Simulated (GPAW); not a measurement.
MgB2:

```xyz
3
Lattice="3.0850 0.0000 0.0000 -1.5425 2.6717 0.0000 0.0000 0.0000 3.5230" Properties=species:S:1:pos:R:3 pbc="T T T"
Mg    0.0000    0.0000    0.0000
B     1.5425    0.8906    1.7615
B     0.0000    1.7811    1.7615
```

```yaml
Program: GPAW 26.7.0
Task: relaxation of cell and atoms
Functional: LDA
Potentials_or_basis: the program's PAW data sets (release 1.2.1) made for this functional
Cutoff: 800 eV
Basis: pw
k_mesh: 10 × 10 × 8
Occupations: fermi-dirac, width 0.05 eV
Spin: no spin polarisation
```

At the start: pressure -7.6 GPa; volume 9.68 Å³/atom.

Q: Where does the relaxation end?

A: Over 7 steps the energy falls by 11.7 meV/atom and the volume is 9.19 Å³/atom (-5.0 %); space group P6/mmm (No. 191, to 0.05 Å).

The path:
| step | energy change (eV) | largest force (eV/Å) | pressure (GPa) | volume (Å³) |
| --- | --- | --- | --- | --- |
| 1 | 0.0000 | 0.0000 | -7.63 | 29.04 |
| 2 | -0.0082 | 0.0000 | -6.71 | 28.85 |
| 3 | -0.0330 | 0.0000 | 0.24 | 27.57 |
| 4 | -0.0333 | 0.0000 | -0.03 | 27.61 |
| 5 | -0.0341 | 0.0000 | -0.47 | 27.66 |
| 6 | -0.0348 | 0.0000 | -0.57 | 27.64 |
| 7 | -0.0350 | 0.0000 | -0.28 | 27.58 |

Final structure:
```yaml
crystal:
  lattice:
    - [3.04249, 0.00000, 0.00000]
    - [-1.52125, 2.63488, 0.00000]
    - [0.00000, 0.00000, 3.43982]
  atoms:
    - { symbol: Mg, position: [0.00000, 0.00000, 0.00000] }
    - { symbol: B, position: [0.66667, 0.33333, 0.50000] }
    - { symbol: B, position: [0.33333, 0.66667, 0.50000] }
```

Caveat: later steps reuse the first step's grids.
